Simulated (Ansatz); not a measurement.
## Carrier doping in ZnGeP2

Consider ZnGeP₂ in the chalcopyrite structure (space group I-42d, No. 122; a = 5.500 Å, c = 10.844 Å).

Carriers are added at fixed cell with a uniform background; the Fermi–Dirac width is that of 300 K.

Levels (all Ansatz, a first-principles code, PAW): PBE (420 eV, without spin-orbit coupling); PBEsol (420 eV, no SOC).

The base cell above is that of PBE; each level relaxes its own structures.

```csv
case,"gap between the host's bands, PBE","gap between the host's bands, PBEsol"
electrons 3.0×10^21 cm⁻³,1.07 eV,1.00 eV
electrons 7.0×10^21 cm⁻³,0.97 eV,0.91 eV
electrons 1.0×10^22 cm⁻³,0.88 eV,0.84 eV
holes 3.0×10^21 cm⁻³,1.16 eV,1.12 eV
holes 7.0×10^21 cm⁻³,1.18 eV,1.19 eV
holes 1.0×10^22 cm⁻³,1.21 eV,1.24 eV
```

The two levels differ by at most about 0.06 eV. They put the cases in the same order.

Charged cell with a jellium background: band edges are those of the host's band count, energies are not comparable with the neutral cell, and many-body gap narrowing is missing. Whether these cells are dynamically stable was not tested.
